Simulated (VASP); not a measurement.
Input of a VASP 6.6.1 run:

Contents of POSCAR:

```
SnTe
1.0
    4.3938400140      0.0000000000      0.0000000000
   -2.1969200070      3.8051770723      0.0000000000
    0.0000000000      0.0000000000      7.8704071118
Sn Te
2 2
Direct
    0.0000000000      0.0000000000      0.0000000000
    0.0000000000      0.0000000000      0.5000000000
    0.3333333333      0.6666666667      0.2500000000
    0.6666666667      0.3333333333      0.7500000000
```

INCAR.step1

```
PREC = Accurate
ENCUT = 520
ISMEAR = -1
SIGMA = 0.02
LREAL = False
LASPH = True
NELM = 100
NBANDS = 28
GGA = PE
ALGO = Normal
EDIFF = 1E-4
LWAVE = True
LCHARG = False
```

File INCAR.step2:

```
PREC = Accurate
ENCUT = 520
EDIFF = 1E-6
ISMEAR = -1
SIGMA = 0.02
LREAL = False
LASPH = True
NELM = 100
ALGO = Normal
ISIF = 2
LWAVE = False
LCHARG = False
METAGGA = R2SCAN
LMIXTAU = True
NBANDS = 28
ISTART = 1
```

KPOINTS

```
Automatic mesh
0
Gamma
  6 6 4
```

Potentials or basis: VASP PAW PBE potentials, release 64 (Sn_d, Te).

Command:

```console
$ cat potpaw_PBE.64/Sn_d/POTCAR potpaw_PBE.64/Te/POTCAR > POTCAR
$ cp INCAR.step1 INCAR
$ mpirun -np 1 vasp_std > vasp.out
$ cp INCAR.step2 INCAR
$ mpirun -np 1 vasp_std > vasp.out
```

**Question.** Estimate the pressure.

**Answer.** 0.0 GPa.

**Question.** Predict the band gap on the k mesh.

**Answer.** None (metal or under the smearing width).

Caveat: the PAW data sets were made with another functional, which shifts forces and pressure a little. Spin-orbit coupling is left out, which matters for the levels of Te.
